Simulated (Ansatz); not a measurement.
A nudged elastic band was laid between two geometries of a periodic cell of 23 atoms, Si$_{7}$O$_{16}$ (host SiO2, host structure P4_2/mnm, one Si atom removed).

Theory: DFT PBEsol, scalar-relativistic, plane waves, PAW (Ansatz 0.2.0). Settings: PAW set soft_1, cutoff 420 eV, k mesh 2x2x2, gaussian smearing 0.05 eV, no spin polarisation.

```
movable images  : 5
climbing image  : yes
spring          : 2.0 to 10.0 eV/Å², energy-weighted
optimiser       : quadratic models (default)
start path      : IDPP
force threshold : 0.03 eV/Å
iteration limit : 80
end points      : relaxed
```

Image 0:

```xyz
23
Lattice="-4.1520 -4.1520 0.0000 4.1520 -4.1520 0.0000 0.0000 0.0000 5.3180" Properties=species:S:1:pos:R:3
Si 0.005 -4.149 0.013
Si 2.080 -2.073 1.337
O 1.275 -2.878 0.017
O 0.829 -0.821 1.337
O -1.267 -5.420 0.017
O 3.331 -3.324 1.337
Si 0.004 -4.149 2.662
Si 2.080 -2.073 3.996
O 1.275 -2.878 2.657
O 0.820 -0.812 3.996
O -1.267 -5.420 2.657
O 3.340 -3.332 3.996
Si 0.004 0.003 -0.006
Si -2.071 -2.073 1.337
O -2.928 -2.930 0.095
O 0.811 -4.956 1.337
O -1.215 -1.217 0.093
O -0.802 -3.342 1.337
Si 0.004 0.004 2.679
O -2.928 -2.930 2.580
O 0.772 -4.917 3.996
O -1.214 -1.216 2.580
O -0.763 -3.382 3.996
```

Image 6:

```xyz
23
Lattice="-4.1520 -4.1520 0.0000 4.1520 -4.1520 0.0000 0.0000 0.0000 5.3180" Properties=species:S:1:pos:R:3
Si 0.000 -4.152 -0.005
Si 2.076 -2.076 1.329
O 1.271 -2.881 -0.010
O 0.816 -0.816 1.329
O -1.271 -5.423 -0.010
O 3.336 -3.336 1.329
Si 0.000 -4.152 2.664
Si 2.076 -2.076 3.989
O 1.271 -2.881 2.669
O 0.825 -0.825 3.989
O -1.271 -5.423 2.669
O 3.327 -3.327 3.989
Si 0.000 0.000 0.013
Si -2.076 -2.076 3.989
O -2.933 -2.933 -0.086
O 0.768 -4.920 1.329
O -1.219 -1.219 -0.086
O -0.768 -3.384 1.329
Si 0.000 0.000 2.646
O -2.933 -2.933 2.745
O 0.806 -4.958 3.989
O -1.219 -1.219 2.745
O -0.806 -3.346 3.989
```

(1) Which bonds break or form, and what moves?

(2) Give the energies along the band, and the barrier.

(3) What is the geometry of the highest image?

## Answers

(1) Contacts lost: Si14–O16, Si14–O18. Contacts made: Si14–O21, Si14–O23. The atom that moves furthest is Si14, by 2.65 Å; four of its nearest neighbours are O22 1.74, O17 1.74, O20 1.74, O15 1.74 Å at the first end and O15 1.74, O17 1.74, O20 1.74, O22 1.74 Å at the last.

(2) The forces met the threshold. The highest image is number 1 of 0 to 6, 3.90 eV above the ends, which have the same energy within 2 meV. The profile has 2 maxima (images 1, 4) with wells between them (image 2): this band takes more than one step, which may be the mechanism or a detour left from its start path. Neighbouring images differ by up to 3.9 eV, so the band resolves the path poorly. By the program's own check the climbing image is a first-order saddle point (lowest curvatures found: -12.91 and 1.40 eV/Å²). Limits of this set-up: coarse k mesh, PAW files made for another functional, no spin, though dangling bonds at a vacancy may carry it, a small cell, in which the defect meets its images.

```tsv
image	path coordinate (Å)	energy (eV)	Si14–O16 (Å)	Si14–O18 (Å)	Si14–O21 (Å)
0	0.00	0.00	1.80	1.80	3.24
1	1.15	3.90	1.60	2.52	2.00
2	1.55	3.44	1.63	2.81	1.68
3	1.98	3.53	1.73	2.90	1.62
4	2.39	3.80	2.18	2.94	1.60
5	2.80	2.00	2.63	3.02	1.65
6	3.46	0.00	3.24	3.24	1.80
```

(3) 
```xyz
23
Lattice="-4.1520 -4.1520 0.0000 4.1520 -4.1520 0.0000 0.0000 0.0000 5.3180" Properties=species:S:1:pos:R:3
Si -0.003 -4.143 -0.083
Si 2.101 -2.095 1.293
O 1.321 -2.941 -0.034
O 0.860 -0.854 1.284
O -1.205 -5.467 -0.034
O 3.355 -3.348 1.342
Si -0.147 -3.999 2.641
Si 2.103 -2.097 3.961
O 1.268 -2.868 2.619
O 0.861 -0.855 4.019
O -1.278 -5.414 2.619
O 3.363 -3.357 3.972
Si 0.030 -0.024 -0.018
Si -2.447 -1.699 2.210
O -2.935 -2.947 0.145
O 0.769 -4.914 1.306
O -1.198 -1.211 0.144
O -0.807 -3.339 1.235
Si 0.051 -0.045 2.671
O -2.871 -3.110 2.691
O 0.815 -4.961 3.766
O -1.036 -1.274 2.691
O -0.813 -3.333 4.019
```

Run time: 20 min on 1 thread of Intel(R) Xeon(R) 6975P-C (Granite Rapids), with other jobs on the host, peak memory 0.82 GiB.
